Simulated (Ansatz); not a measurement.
A set of 12 reactions (hydrogen abstraction), with CCSD(T)/CBS values in kJ/mol:

```json
{"reaction": "`C[Si](Cl)(Cl)Cl` + `F[C](F)F`• → `[CH2][Si](Cl)(Cl)Cl`• + `FC(F)F`", "ΔE": "-17.0"}
{"reaction": "`[OH][SnH2][OH]` + F• → `[OH][SnH][OH]`• + H–F", "ΔE": "-263.6"}
{"reaction": "`C[Si](Cl)(Cl)Cl` + H• → `[CH2][Si](Cl)(Cl)Cl`• + H₂", "ΔE": "1.3"}
{"reaction": "`Cl[SiH](Cl)I` + `[OH]`• → `Cl[Si](Cl)I`• + H₂O", "ΔE": "-132.9"}
{"reaction": "`O[Si](F)(F)F` + H• → `[O][Si](F)(F)F`• + H₂", "ΔE": "102.0"}
{"reaction": "`O[Si](F)(F)F` + F• → `[O][Si](F)(F)F`• + H–F", "ΔE": "-33.4"}
{"reaction": "`Cl[SiH](Cl)I` + `F[C](F)F`• → `Cl[Si](Cl)I`• + `FC(F)F`", "ΔE": "-82.2"}
{"reaction": "`O[Si](F)(F)F` + `[CH3]`• → `[O][Si](F)(F)F`• + CH₄", "ΔE": "90.3"}
{"reaction": "`C[Te]C` + `[CH3]`• → `[CH2][Te]C`• + CH₄", "ΔE": "-32.4"}
{"reaction": "H₂Se + `F[C](F)F`• → `[SeH]`• + `FC(F)F`", "ΔE": "-114.5"}
{"reaction": "HBr + `[SiH3]`• → Br• + SiH₄", "ΔE": "-7.0"}
{"reaction": "`OF` + Cl• → `[O]F`• + HCl", "ΔE": "-4.3"}
```

Isolated molecules relaxed with PBE0-D4/def2-TZVP in Ansatz; ΔE leaves out vibrations. CCSD(T)/CBS is the MP2 limit (def2-TZVPP, def2-QZVPP) plus CCSD(T) − MP2 in def2-TZVPP, frozen cores. Small cases extrapolate CCSD(T) itself. Functionals use def2-TZVPP. B3LYP here is the variant with VWN-RPA as its local correlation; programs differ in this. HSE06 is defined as in plane-wave codes. Open shells (•) are unrestricted, without spin–orbit coupling. Spin–orbit coupling would lower the free atoms: a little for Cl, F; clearly for Br. Elements past krypton have def2 core potentials. For Br, I, Se, Sn, Te outer-core shells are correlated without core-valence functions, so the limit isn't a true one: a few kJ/mol of doubt a bond, and 10 to 20 or more in all where bonds break to atoms. Scalar relativity is left out up to krypton. Each species was taken in one conformer, which may not be the lowest.

Q: Give the mean, mean absolute and largest difference (level minus CCSD(T)/CBS, kJ/mol) for: B3LYP-D4, HSE06-D4, CAM-B3LYP-D4, ωB97M-V, B2PLYP, PBE-QIDH, PBE0, r2SCANh, r2SCAN0, HSE06, BHLYP, SCS-MP2/def2-TZVPP, CCSD(T)/def2-TZVPP, MP2/CBS(def2). (Estimate.)

A: Ansatz gave: 
```csv
level,mean,mean absolute,largest
B3LYP-D4,-5.9,8.1,-22.0
HSE06-D4,-0.5,6.6,-17.8
CAM-B3LYP-D4,-2.7,5.4,-11.7
ωB97M-V,-2.5,6.2,-14.2
B2PLYP,-2.3,3.8,-9.3
PBE-QIDH,3.5,5.9,12.6
PBE0,-0.8,6.5,-17.7
r2SCANh,-1.6,8.0,-20.9
r2SCAN0,0.2,9.5,-19.4
HSE06,-1.0,6.6,-17.7
BHLYP,-1.6,14.6,34.1
SCS-MP2/def2-TZVPP,3.3,7.0,17.6
CCSD(T)/def2-TZVPP,0.4,4.4,14.7
MP2/CBS(def2),5.5,14.1,37.8
```

The largest T1 diagnostic in the set is 0.028, for `[O]F`• (customary mark 0.045).

CCSD(T)/CBS is a level of theory with its own doubt, and the functionals carry their triple-zeta basis error, so these figures describe this set and don't rank the functionals.
